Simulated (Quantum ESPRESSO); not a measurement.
Crystal: CO2.

```
O C
1.0
    -1.97473    1.97473    3.01406
     1.97473   -1.97473    3.01406
     1.97473    1.97473   -3.01406
O C
4 2
Cartesian
  1.3223 0.9874 3.7676
  0.6525 0.9874 0.7535
  2.9621 0.6525 -0.7535
  -0.9874 1.3223 2.2605
  0.0000 0.0000 0.0000
  0.0000 1.9747 1.5070
```

The cell comes from a database or a generator and needn't be the stable form of this composition.

Base run:

| Property | Result |
| --- | --- |
| Program | Quantum ESPRESSO 7.5 |
| Functional | AM05 |
| Potentials or basis | PseudoDojo 0.4.1 SR PBE standard |
| Cutoff | 1143 eV |
| Density cutoff | 4572 eV |
| k mesh | 6 × 6 × 6, shifted |
| Occupations | fermi-dirac, width 0.05 eV |
| Spin | no spin polarisation |

Its results: pressure -6.3 GPa; largest force 0.288 eV/Å; electronic dielectric tensor (diagonal) 3.20.

Q: After a change of settings the same cell gave: pressure -5.7 GPa; largest force 0.144 eV/Å; electronic dielectric tensor (diagonal) 3.21. Which change was it?
A. functional from AM05 to BLYP
B. functional from AM05 to PBEsol; potentials or basis from PseudoDojo 0.4.1 SR PBE standard to PseudoDojo 0.4.1 SR PBEsol standard
C. functional from AM05 to LDA; potentials or basis from PseudoDojo 0.4.1 SR PBE standard to PseudoDojo 0.4.1 SR LDA standard
D. functional from AM05 to WC

A: D.

Caveats: the potentials were made for another functional, which shifts forces and pressure; the cell is more than 3 GPa from zero pressure, which shifts response properties.
